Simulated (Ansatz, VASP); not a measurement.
**One calculation of BAs, two programs**

```
B As
1.0
     0.00000    2.40441    2.40441
     2.40441    0.00000    2.40441
     2.40441    2.40441    0.00000
B As
1 1
Direct
  0.00000 0.00000 0.00000
  0.25000 0.25000 0.25000
```

Alike in both runs: functional PBE; k mesh 10 × 10 × 10; occupations gaussian, width 0.02 eV; no spin polarisation.

Ansatz relaxed the structure, and its values are those at the end. VASP's run is a single point on that final structure, the one shown.

```csv
,VASP,Ansatz
version,VASP 6.6.1,Ansatz 0.2.0
potentials or method,"VASP PAW PBE potentials, release 64 (B, As)","scalar-relativistic, plane waves, PAW"
plane-wave cutoff (eV),520,420
valence electrons in the cell,8,18
```

|  | VASP | Ansatz | Ansatz less VASP |
| --- | --- | --- | --- |
| gap on the k mesh at the Fermi level (eV) | 1.20 | 1.20 | +0.008 |
| least direct gap on the mesh (eV) | 3.25 | 3.26 | +0.005 |
| pressure (GPa) | 0.6 | 0.0 | -0.59 |

The two sets of potentials don't hold the same shells in valence.

A k mesh can miss the band edges. Expect the measured gap to be larger: semilocal functionals such as PBE lack the derivative discontinuity.
